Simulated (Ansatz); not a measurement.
**Cd, bcc: how the functional moves the structure**

All rows: Ansatz, plane waves with scalar-relativistic PAW, 420 eV (500 eV for the SCAN forms), relaxed under each functional, no dispersion correction, no zero-point motion. B₀ comes from uniform scaling at fixed shape; a dash is a value not given.

| functional | V (Å³/atom) | cell | B₀ (GPa) | magnetic state | ΔE to hcp (meV/atom) |
| --- | --- | --- | --- | --- | --- |
| PBE | 23.36 | a = 3.602 Å | 35 | spin not included | 56 |
| r²SCAN | 22.12 | a = 3.537 Å | 47 | spin not included | 87 |
| PBEsol | 21.35 | a = 3.495 Å | 53 | spin not included | 73 |
| LDA | 20.32 | a = 3.438 Å | 63 | spin not included | 85 |
| revPBE | 24.49 | a = 3.659 Å | 27 | spin not included | 46 |
| RPBE | 24.97 | a = 3.683 Å | 25 | spin not included | 42 |
| BLYP | 28.51 | a = 3.849 Å | 9 | spin not included | 25 |

LDA gives the smallest volume and BLYP the largest.
